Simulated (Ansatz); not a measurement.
**SnTe (rocksalt structure)**

Computed with Ansatz (plane waves, PAW, 420 eV cutoff): PBE, scalar-relativistic, no spin polarisation, 10×10×10 k-mesh, Gaussian smearing of 0.05 eV; PAW files: Ansatz's generated set soft_2.

```
Sn Te
1.0
     0.00000    3.20514    3.20514
     3.20514    0.00000    3.20514
     3.20514    3.20514    0.00000
Sn Te
1 1
Direct
  0.50000 0.50000 0.50000
  0.00000 0.00000 0.00000
```

The start was a prototype's sites filled with these elements; the Crystallography Open Database holds the compound in this structure.

The cell is relaxed to zero pressure at this level.

The cell has space group Fm-3m (read at 0.01 Å). In it the stress is 0.00, 0.00, 0.00, 0.00, 0.00, 0.00 GPa and the largest force component 0.000 eV/Å. Each change below starts from this cell, without further relaxation. Stress is in GPa, positive in compression, in the order xx, yy, zz, yz, xz, xy; energies are counted from the cell above.

Question: What happens when atom 1 (Sn) is moved by 0.12 Å along z?

Answer: The energy changes by -1.3 meV per cell, and the force on it along the shift is -0.0016 eV/Å (−F/u = 0.01 eV/Å²). Stress: 0.03, 0.03, 0.38, 0.00, 0.00, 0.00. The gap on the mesh goes from 0.05 eV (close to the smearing width) to 0.30 eV.
```tsv
atom	Fx (eV/Å)	Fy	Fz
Sn1	0.000	0.000	-0.002
Te2	0.000	0.000	0.002
```

Question: What happens when atom 2 (Te) is moved by 0.20 Å along y?

Answer: The energy changes by 1.9 meV per cell, and the force on it along the shift is -0.093 eV/Å (−F/u = 0.47 eV/Å²). Stress: 0.10, 1.15, 0.10, 0.00, 0.00, 0.00. The gap on the mesh goes from 0.05 eV (close to the smearing width) to 0.51 eV.
| atom | Fx (eV/Å) | Fy | Fz |
| --- | --- | --- | --- |
| Sn1 | 0.000 | 0.093 | 0.000 |
| Te2 | 0.000 | -0.093 | 0.000 |
In a harmonic crystal the energy would rise by −½F·u = ½ × 0.47 × 0.20² eV = 9.3 meV, so the response isn't harmonic at this size, the electronic state shifts or, in a metal, the mesh is too coarse for so small an energy.

Question: What stress follows from an engineering strain of 1 % in xy, atoms carried along?

Answer: 0.00, 0.00, -0.01, 0.00, 0.00, -0.14 GPa; the energy changes by 0.3 meV per cell. The gap on the mesh goes from 0.05 eV (close to the smearing width) to zero (metallic).
The change of the stress over the strain gives a clamped-atom stiffness of about 14.5 GPa for this component.

Question: What stress follows from an engineering strain of 2 % in xz, atoms carried along?

Answer: -0.01, -0.02, -0.01, 0.00, -0.29, 0.00 GPa; the energy changes by 1.2 meV per cell. The gap on the mesh goes from 0.05 eV (close to the smearing width) to zero (metallic).
The change of the stress over the strain gives a clamped-atom stiffness of about 14.6 GPa for this component.
In a harmonic crystal the energy would rise by V(½Cε² − σ₀ε), with σ₀ the stress of the unstrained cell, = 1.2 meV, close to the run's value; the rest is anharmonic or numerical.

Question: All atoms and the cell are disturbed at random:
```xyz
2
Lattice="0.0316 3.1728 3.2167 3.2246 0.0215 3.2268 3.2498 3.2082 -0.0037" Properties=species:S:1:pos:R:3 pbc="T T T"
Sn    3.2258    3.2109    3.1957
Te    0.0272   -0.0097    0.0241
```
Give the energy change, the stress and the forces.

Answer: 2.9 meV per cell; stress -0.48, 0.93, -0.58, 0.04, 0.01, -0.29 GPa. The gap on the mesh goes from 0.05 eV (close to the smearing width) to zero (metallic).
| atom | Fx (eV/Å) | Fy | Fz |
| --- | --- | --- | --- |
| Sn1 | -0.014 | -0.004 | -0.016 |
| Te2 | 0.014 | 0.004 | 0.016 |

Question: All atoms and the cell are disturbed at random:
```xyz
2
Lattice="0.0728 3.1483 3.1633 3.2314 0.0242 3.2119 3.2751 3.2406 -0.0195" Properties=species:S:1:pos:R:3 pbc="T T T"
Sn    3.2756    3.3154    3.1334
Te    0.0140   -0.1088    0.0444
```
Give the energy change, the stress and the forces.

Answer: 16.5 meV per cell; stress -0.18, 2.36, 0.64, 0.10, -0.11, -0.59 GPa. The gap on the mesh goes from 0.05 eV (close to the smearing width) to 0.11 eV (close to the smearing width).
```
atom  Fx (eV/Å)      Fy      Fz
 Sn1      0.042  -0.181   0.021
 Te2     -0.042   0.181  -0.021
```

For elements this heavy, spin–orbit coupling would shift levels and gaps; it isn't included here. A displaced or strained copy of the relaxed cell lay 0.6 meV/atom lower, so the structure isn't a true minimum at this level. Spin–orbit coupling shifts the heavy anion's p levels by more than this gap and may close it. The relaxed cell is 4 % larger in volume than the cell of this structure in the Crystallography Open Database (31.55 Å³/atom, 1986).
